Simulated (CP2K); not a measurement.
## CaF2 (Fluorite) under changes of volume

One of the cells (13.579 Å³/atom); the others are scaled copies at fixed shape and fractional positions:

```
Ca F
1.0
     3.86222    0.00000    0.00000
     1.93111    3.34478    0.00000
     1.93111    1.11493    3.15349
Ca F
1 2
Direct
  0.00000 0.00000 0.00000
  0.75000 0.75000 0.75000
  0.25000 0.25000 0.25000
```

* Program: CP2K 2026.2
* Functional: LDA
* Potentials or basis: GTH_POTENTIALS Ca GTH-PADE-q10, F GTH-PADE-q7; TZVP-MOLOPT-PBE-GTH basis
* Density cutoff: 10204 eV
* k mesh: 8 × 8 × 8
* Occupations: fermi-dirac, width 0.1 eV
* Spin: no spin polarisation

| volume (Å³/atom) | energy over the lowest point (meV/atom) | pressure (GPa) | gap on the mesh (eV) |
| --- | --- | --- | --- |
| 12.764 | 0.00 | -0.2 | 7.27 |
| 13.036 | 2.06 | -2.2 | 7.14 |
| 13.308 | 7.24 | -3.9 | 7.01 |
| 13.579 | 15.21 | -5.5 | 6.89 |
| 13.851 | 25.78 | -6.8 | 6.78 |
| 14.122 | 38.41 | -8.0 | 6.66 |
| 14.394 | ? | ? | ? |

Question: What does the run at 14.394 Å³/atom give?

Answer: Energy over the lowest point 52.97 meV/atom; pressure -9.1 GPa; gap on the mesh 6.56 eV.

Worked out: A Birch-Murnaghan fit of order 3 (a polynomial in V^(-2/3)) to the other rows has its minimum at 12.74 Å³/atom, just outside them, with B0 = V·E''(V) = 100 GPa and B' = 4.6. It gives 53.10 meV/atom at 14.394 Å³/atom, against the run's 52.97, and -dE/dV = -9.2 GPa, against -9.1. A straight line through the other rows of the gap, of slope -6.01 eV per unit of ln V, extrapolates to 6.54 eV, against the run's 6.56.

Energies are extrapolated to zero smearing.

Caveats: the basis of atomic orbitals isn't converged, which shifts pressures, moduli and gaps.

A mesh can miss the band edges.
